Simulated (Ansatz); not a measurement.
## Ge under changes of volume

One of the cells (18.253 Å³/atom); the others are scaled copies at fixed shape and fractional positions:

```
Ge
1.0
     1.48805   -2.59469    0.00000
     1.48805    2.59469    0.00000
     0.00000    0.00000    4.72760
Ge
2
Cartesian
  1.4881 0.8643 1.1819
  1.4881 -0.8643 3.5457
```

This isn't the form of Ge at room conditions, which is diamond.

```yaml
Program: Ansatz 0.2.0
Functional: PBEsol
Potentials_or_basis: Ansatz PAW
Cutoff: "420 eV (not typed: the program's choice for these potentials)"
k_mesh: 10 × 10 × 6
Occupations: fermi-dirac, width 0.05 eV
Spin: no spin polarisation
```

| volume (Å³/atom) | energy over the lowest point (meV/atom) | pressure (GPa) | largest force (eV/Å) |
| --- | --- | --- | --- |
| 17.158 | 21.57 | 6.0 | 0.003 |
| 17.523 | 10.08 | 4.0 | 0.002 |
| 17.888 | 3.04 | 2.2 | 0.001 |
| 18.253 | 0.00 | 0.5 | 0.001 |
| 18.618 | 0.57 | -1.0 | 0.000 |
| 18.984 | ? | ? | ? |
| 19.349 | 11.12 | -3.6 | 0.001 |

Task: What does the run at 18.984 Å³/atom give?

Result: Energy over the lowest point 4.38 meV/atom; pressure -2.3 GPa; largest force 0.001 eV/Å.

Worked out: A Birch-Murnaghan fit of order 3 (a polynomial in V^(-2/3)) to the other rows has its minimum at 18.37 Å³/atom with B0 = V·E''(V) = 77 GPa and B' = 4.3 at fixed shape and positions, which overstates the stiffness. It gives 4.39 meV/atom at 18.984 Å³/atom, against the run's 4.38, and -dE/dV = -2.3 GPa, against -2.3.

Energies are extrapolated to zero smearing.

Caveats: the PAW data sets come from PBE, with cores solved anew for the run's functional, which leaves a small shift of forces and pressure.
